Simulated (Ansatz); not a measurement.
Theory: DFT PBE, scalar-relativistic, plane waves, PAW in Ansatz. Several structures of GaSe3 were relaxed, and the powder pattern of one of them was computed from 10° to 70° in 2θ (λ = 1.5406 Å; lines under 1 % are left out).

Cu Kα1 powder pattern (kinematic, no thermal factors).
2θ (°) (relative intensity): 17.91 (94), 18.14 (34), 25.60 (59), 25.77 (93), 30.28 (100), 36.28 (65), 36.77 (31), 39.95 (46), 40.85 (8), 41.29 (93), 45.04 (41), 45.34 (12), 48.34 (37), 52.61 (22), 55.06 (18), 55.41 (25), 55.68 (4), 56.12 (74), 56.38 (19), 56.47 (3), 59.07 (6), 59.74 (3), 59.82 (12), 68.05 (13), 68.99 (4), 69.30 (25)

Task: Which structure gives it?
A. Space group Pm-3n (No. 223), cubic, a = 5.527 Å. Ga has 12 Se at 3.09 Å; Se is surrounded by 2 Se at 2.76 Å, 4 Ga at 3.09 Å and 8 Se at 3.38 Å.
B. Space group Fm-3m (No. 225), cubic, a = 6.885 Å. Ga is surrounded by 8 Se at 2.98 Å and 6 Se at 3.44 Å; around Se on a site of symmetry m-3m lie 8 Se at 2.98 Å and 6 Ga at 3.44 Å; around Se on a site of symmetry -43m lie 4 Ga at 2.98 Å, 4 Se at 2.98 Å and 6 Se at 3.44 Å.
C. Space group Pm-3m (No. 221), cubic, a = 5.042 Å. Around Ga lie 6 Se at 2.52 Å; Se is surrounded by 2 Ga at 2.52 Å.
D. Space group I4/mcm (No. 140), tetragonal, a = 6.908 Å, c = 9.896 Å. Ga has 2 Se at 2.47 Å and 4 Se at 2.76 Å; Se on a site of symmetry m2m is surrounded by 1 Se at 2.30 Å and 2 Ga at 2.76 Å; Se on a site of symmetry 422 is surrounded by 2 Ga at 2.47 Å.

Result: D. Its strongest line, at 2θ = 30.28°, has d = λ/(2 sin θ) = 2.949 Å and is the (2 1 1) reflection of the conventional I4/mcm cell with a = 6.908 Å, c = 9.896 Å. The others have their strongest lines at 36.3° (A); 36.9° (B); 17.6° (C).

The cells needn't be stable.
